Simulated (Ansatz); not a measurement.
**Se: a listed cell, distorted in several ways**

How do energy, forces, pressure and gap of Se change under moves of single atoms, swapped elements, distortions that keep the symmetry, other functionals? Each case is one self-consistent run.

Computed with Ansatz 0.2.0 (DFT PBE, scalar-relativistic, plane waves, PAW, unless a step's input says otherwise).

**1. The starting structure**

The structure is cubic, space group Fd-3m (No. 227). Conventional cell: a = 6.251 Å, b = 6.251 Å, c = 6.251 Å, α = 90.00°, β = 90.00°, γ = 90.00°. Se (site symmetry -43m) has 4 Se at 2.71 Å as nearest neighbours.

Structure file:

```xyz
2
Lattice="0.0000 3.1256 3.1256 3.1256 0.0000 3.1256 3.1256 3.1256 0.0000" Properties=species:S:1:pos:R:3 pbc="T T T"
Se    3.1256    3.1256    3.1256
Se    4.6883    4.6883    4.6883
```

The structure comes from the Materials Project (structure only).

**2. A change within the space group**

What differs from the listed cell: strain xx, yy, zz, yz, xz, xy = +0.1, +0.1, +0.1, +0.0, +0.0, +0.0 %.

The input, input.yaml:

```yaml
crystal:
  lattice:
    - [0.0, 3.127160609, 3.127160609]
    - [3.127160609, 0.0, 3.127160609]
    - [3.127160609, 3.127160609, 0.0]
  atoms:
    - { symbol: Se, position: [0.5, 0.5, 0.5] }
    - { symbol: Se, position: [0.75, 0.75, 0.75] }
basis:
  ecutwfc: 420
kpoints:
  mp_grid: { grid: [12, 12, 12] }
hamiltonian:
  xc: pbe
scf:
  occupations: { method: gaussian, width: 0.1 }
output:
  forces: true
  stress: true
  eigenvalues: true
  populations: true
```

Started as:

```sh
$ ansatz run input.yaml --threads 1 --pin off --max-ram 1331MiB --backend cpu --events-out ev --progress --plain --runs-dir out
```

**3. Another functional, on a distorted cell: PBEsol**

The input, input.yaml:

```yaml
crystal:
  lattice:
    - [0.0, 3.2492452392, 3.2492452392]
    - [3.2492452392, 0.0, 3.2492452392]
    - [3.2492452392, 3.2492452392, 0.0]
  atoms:
    - { symbol: Se, position: [0.5, 0.5, 0.5] }
    - { symbol: Se, position: [0.75, 0.75, 0.75] }
basis:
  ecutwfc: 420
kpoints:
  mp_grid: { grid: [12, 12, 12] }
hamiltonian:
  xc: pbesol
scf:
  occupations: { method: gaussian, width: 0.1 }
output:
  forces: true
  stress: true
  eigenvalues: true
```

**4. A single atom displaced**

The input, input.yaml:

```yaml
crystal:
  lattice:
    - [0.0, 3.12556657, 3.12556657]
    - [3.12556657, 0.0, 3.12556657]
    - [3.12556657, 3.12556657, 0.0]
  atoms:
    - { symbol: Se, position: [0.4699862416, 0.5202331317, 0.5266287721] }
    - { symbol: Se, position: [0.75, 0.75, 0.75] }
basis:
  ecutwfc: 420
kpoints:
  mp_grid: { grid: [10, 10, 10] }
hamiltonian:
  xc: pbe
scf:
  occupations: { method: gaussian, width: 0.1 }
output:
  forces: true
  stress: true
  eigenvalues: true
```

**5. A distortion that keeps the symmetry**

The input, input.yaml:

```yaml
crystal:
  lattice:
    - [0.0, 3.2190835218, 3.2190835218]
    - [3.2190835218, 0.0, 3.2190835218]
    - [3.2190835218, 3.2190835218, 0.0]
  atoms:
    - { symbol: Se, position: [0.5, 0.5, 0.5] }
    - { symbol: Se, position: [0.75, 0.75, 0.75] }
basis:
  ecutwfc: 420
kpoints:
  mp_grid: { grid: [12, 12, 12] }
hamiltonian:
  xc: pbe
scf:
  occupations: { method: gaussian, width: 0.1 }
output:
  forces: true
  stress: true
  eigenvalues: true
```

**6. Substitution of an element, cell strained: Se → O, first probe**

The input, input.yaml:

```yaml
crystal:
  lattice:
    - [0.0, 2.2665817997, 2.2665817997]
    - [2.2665817997, 0.0, 2.2665817997]
    - [2.2665817997, 2.2665817997, 0.0]
  atoms:
    - { symbol: O, position: [0.5, 0.5, 0.5] }
    - { symbol: O, position: [0.75, 0.75, 0.75] }
basis:
  ecutwfc: 420
kpoints:
  mp_grid: { grid: [8, 8, 8] }
hamiltonian:
  xc: pbe
scf:
  occupations: { method: gaussian, width: 0.1 }
output:
  forces: true
  stress: true
  eigenvalues: true
```

**7. Substitution of an element, cell strained: Se → O**

Changes to input.yaml since step 6:

```diff
@@ -11,3 +11,3 @@
 kpoints:
-  mp_grid: { grid: [8, 8, 8] }
+  mp_grid: { grid: [16, 16, 16] }
 hamiltonian:
```

**8. One atom moved**

The input, input.yaml:

```yaml
crystal:
  lattice:
    - [0.0, 3.12556657, 3.12556657]
    - [3.12556657, 0.0, 3.12556657]
    - [3.12556657, 3.12556657, 0.0]
  atoms:
    - { symbol: Se, position: [0.5, 0.5, 0.5] }
    - { symbol: Se, position: [0.7673216595, 0.7767119571, 0.7679775406] }
basis:
  ecutwfc: 420
kpoints:
  mp_grid: { grid: [10, 10, 10] }
hamiltonian:
  xc: pbe
scf:
  occupations: { method: gaussian, width: 0.1 }
output:
  forces: true
  stress: true
  eigenvalues: true
  populations: true
```

**9. One element swapped, cell strained: Se → S, first probe**

The input, input.yaml:

```yaml
crystal:
  lattice:
    - [0.0, 2.8256356392, 2.8256356392]
    - [2.8256356392, 0.0, 2.8256356392]
    - [2.8256356392, 2.8256356392, 0.0]
  atoms:
    - { symbol: S, position: [0.5, 0.5, 0.5] }
    - { symbol: S, position: [0.75, 0.75, 0.75] }
basis:
  ecutwfc: 420
kpoints:
  mp_grid: { grid: [6, 6, 6] }
hamiltonian:
  xc: pbe
scf:
  occupations: { method: gaussian, width: 0.1 }
output:
  forces: true
  stress: true
  eigenvalues: true
```

**10. Substitution of an element, cell strained: Se → S**

Changes to input.yaml since step 9:

```diff
@@ -11,3 +11,3 @@
 kpoints:
-  mp_grid: { grid: [6, 6, 6] }
+  mp_grid: { grid: [14, 14, 14] }
 hamiltonian:
```

Q: Predict the outcome of this session. Wanted: for each run, case; energy; pressure; largest force.

The runs gave:

| step | case | energy (meV/atom) | pressure (GPa) | largest force (eV/Å) | gap on the mesh (eV) |
| --- | --- | --- | --- | --- | --- |
| 2 | a change within the space group | +0.0 | 1.6 | 0.00 | 0.00 |
| 3 | another functional, on a distorted cell: PBEsol | n/a | -4.4 | 0.00 | 0.00 |
| 4 | a single atom displaced | -46.4* | 1.5 | 1.14 | 0.00 |
| 5 | a distortion that keeps the symmetry | +3.6 | -1.7 | 0.00 | 0.00 |
| 7 | substitution of an element, cell strained: Se → O | n/a | -8.5 | 0.00 | 0.00 |
| 8 | one atom moved | -66.1* | 1.5 | 0.77 | 0.00 |
| 10 | substitution of an element, cell strained: Se → S | n/a | 3.6 | 0.00 | 0.00 |

Energies are counted from step 2, with the smearing taken to zero; a star marks another k mesh, which can shift energies by itself, so starred rows don't rank against the others. Other atoms or functionals have another zero of energy (n/a). A gap of 0.00 means none on the mesh at this level.

**Reading.** Among the distorted cells of the listed formula and level the largest force, 1.14 eV/Å, comes in step 4, shared by 2 atoms. The distorted cells of the listed formula and level show no gap on the mesh. With holes in the anion's p shell and no spin polarisation, a magnetic state may well lie lower, so these values are doubtful.
